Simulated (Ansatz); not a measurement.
A run of Ansatz 0.2.0 is set up as follows.

File input.yaml:

```yaml
crystal:
  lattice:
    - [0.0, 2.269, 2.269]
    - [2.269, 0.0, 2.269]
    - [2.269, 2.269, 0.0]
  atoms:
    - { symbol: P, position: [0.75, 0.75, 0.75] }
    - { symbol: B, position: [0.0, 0.0, 0.0] }
kpoints:
  mp_grid: { grid: [10, 10, 10] }
scf:
  occupations: { method: gaussian, width: 0.023 }
hamiltonian:
  xc: pbe
  pseudopotentials: { kind: all_electron, lapw: { basis_error: 0.001 } }
output:
  forces: true
  stress: true
  eigenvalues: true
```

Potentials or basis: all-electron LAPW, scalar-relativistic.

The run is started by

```bash
$ ansatz run input.yaml --threads 1 --pin off --max-ram 3072MiB --backend cpu --events-out ev --progress --plain --runs-dir out
```

Task: Estimate the pressure.

Result: 1.1 GPa.

Task: Predict the band gap on the k mesh.

Result: 1.25 eV, indirect (least direct gap 3.41 eV).

A k mesh can miss the band edges.
